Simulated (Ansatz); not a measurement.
# AlNi: the cost of one run

Program: Ansatz 0.2.0. Level of theory: DFT PBE, scalar-relativistic, plane waves, PAW. These are calculated values, not measurements.

1 further run of the same task is left out (set aside as unsound or not needed).

### 1 Starting point

The structure is cubic, space group Pm-3m (No. 221). Conventional cell: a = 2.918 Å, b = 2.918 Å, c = 2.918 Å, α = 90.00°, β = 90.00°, γ = 90.00°. Around Ga (site symmetry m-3m) lie 8 Ni at 2.53 Å. Around Ni (site symmetry m-3m) lie 8 Ga at 2.53 Å.

As a file:

```
Ga Ni
1.0
     2.91810    0.00000    0.00000
     0.00000    2.91810    0.00000
     0.00000    0.00000    2.91810
Ga Ni
1 1
Direct
  0.00000 0.00000 0.00000
  0.50000 0.50000 0.50000
```

It goes back to an entry of the Materials Project, which need not be the stable form.

This cell was relaxed beforehand with the same method: volume 12.42 Å³/atom, gap on the mesh none (metal).

### 2 Swap Ga → Al

The start of AlNi: fractional positions of relaxed GaNi, cell scaled by 0.997, a guess from tabulated radii. Atoms that may carry a moment start with parallel spins.

### 3 Quick check of gap, pressure and forces (AlNi)

input.yaml

```yaml
crystal:
  lattice:
    - [2.9102086728, 0.0, 0.0]
    - [0.0, 2.9102086728, 0.0]
    - [0.0, 0.0, 2.9102086728]
  atoms:
    - { symbol: Al, position: [0.0, 0.0, 0.0] }
    - { symbol: Ni, position: [0.5, 0.5, 0.5], spin: 2.0 }
basis:
  ecutwfc: 420
kpoints:
  mp_grid: { grid: [6, 6, 6] }
hamiltonian:
  xc: pbe
scf:
  occupations: { method: gaussian, width: 0.1 }
  lower_state_search: "off"
output:
  forces: true
  stress: true
  eigenvalues: true
  populations: true
magnetization:
  spin_polarized: true
```

**Question.** How long does this run take on 1 thread of an Arm CPU, shared host, and how much memory does it need?

About 1.9 s, with a peak of 0.26 GiB.
